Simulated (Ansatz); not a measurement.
**Ag under changes of volume**

One of the cells (17.048 Å³/atom); the others are scaled copies at fixed shape and fractional positions:

```xyz
1
Lattice="0.0000 2.0427 2.0427 2.0427 0.0000 2.0427 2.0427 2.0427 0.0000" Properties=species:S:1:pos:R:3 pbc="T T T"
Ag    0.0000    0.0000    0.0000
```

```yaml
Program: Ansatz 0.2.0
Functional: PBE0
Potentials_or_basis: Ansatz PAW
Cutoff: "420 eV (not typed: the program's choice for these potentials)"
k_mesh: 6 × 6 × 6
Occupations: fermi-dirac, width 0.05 eV
Spin: no spin polarisation
```

| volume (Å³/atom) | energy over the lowest point (meV/atom) | pressure (GPa) |
| --- | --- | --- |
| 16.025 | 72.08 | 13.0 |
| 16.366 | 47.73 | 9.9 |
| 16.707 | ? | ? |
| 17.048 | 17.32 | 4.6 |
| 17.389 | 9.72 | 2.5 |
| 17.730 | 6.54 | 0.6 |
| 18.071 | 0.00 | 0.0 |

Question: What does the run at 16.707 Å³/atom give?

Answer: Energy over the lowest point 29.75 meV/atom; pressure 7.1 GPa.

Worked out: A Birch-Murnaghan fit of order 3 (a polynomial in V^(-2/3)) to the other rows has no minimum within the range. It gives 29.57 meV/atom at 16.707 Å³/atom, against the run's 29.75, and -dE/dV = 6.6 GPa, against 7.1.

Energies are extrapolated to zero smearing.

Caveats: all runs use coarse meshes; the PAW data sets come from PBE, with cores solved anew for the run's functional, which leaves a small shift of forces and pressure; the thresholds are loose for stress.
